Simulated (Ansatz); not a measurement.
## Tl: an elastic constant from a strain scan

Computed with Ansatz, DFT PBE+D3(BJ), scalar-relativistic, plane waves, PAW. Cutoff 420 eV, Γ-centred 16×16×16 k-points, Gaussian smearing of 0.15 eV. Spin–orbit coupling is left out, which can shift energies with elements as heavy as these. No spin polarisation. Energies are free energies at this smearing, counted from the undisturbed cell; pressure is positive in compression.

Zero of the scan (as given, not relaxed at this level; it stands at -0.8 GPa; this fcc form isn't the usual structure):

```yaml
crystal:
  lattice:
    - [0.00000, 2.46634, 2.46634]
    - [2.46634, 0.00000, 2.46634]
    - [2.46634, 2.46634, 0.00000]
  atoms:
    - { symbol: Tl, position: [0.00000, 0.00000, 0.00000] }
```

The cell is strained by ε times the Voigt pattern (1, 1, 0, 0, 0, 0) (xx, yy, zz, yz, xz, xy; engineering shear) with fractional coordinates fixed. The cell holds 1 atom in V0 = 30.00 Å³. The stress column is τ = (1/V0) dE/dε, got from the stress tensor σ (compression positive) at each point as −det(1 + εP) σ : P(1 + εP)⁻¹, with P the pattern as a tensor.

| ε | ΔE (meV/atom) | τ (GPa) |
| --- | --- | --- |
| -0.1000 | 134.879 | -19.720 |
| -0.0750 | 60.854 | -12.196 |
| -0.0500 | 18.234 | -6.245 |
| -0.0250 | 0.137 | -1.730 |
| 0.0000 | 0.000 | 1.515 |
| 0.0250 | 13.295 | 4.071 |
| 0.0500 | 37.087 | 5.987 |
| 0.0750 | 68.508 | 7.360 |
| 0.0875 | 86.359 | 7.870 |
| 0.1000 | ? | ? |

Task: Which combination of elastic constants does this scan measure, and how large is it?

Result: For small ε, τ = τ0 + Kε with K = pᵀCp, which for this pattern is 2(C11 + C12) in the cubic axes. The parabola through τ at ε = -0.0250, 0 and 0.0250 has slope K = 116 GPa at zero. The energies per cell, E = NΔE, of the same two points give K = 2[E(ε₊)/ε₊ − E(ε₋)/ε₋]/[(ε₊ − ε₋)V0] = 115 GPa, in agreement.

Task: Predict the withheld row at ε = 0.1000 from the harmonic law, and compare.

Result: ΔE = V0(τ0 ε + Kε²/2)/N = 137.002 meV/atom and τ = 13.12 GPa. The calculation gives 105.171 meV/atom and 8.13 GPa: the energy lies 23 % below the harmonic value, as bonds soften when stretched.

In a metal these slopes depend on the k mesh and the smearing.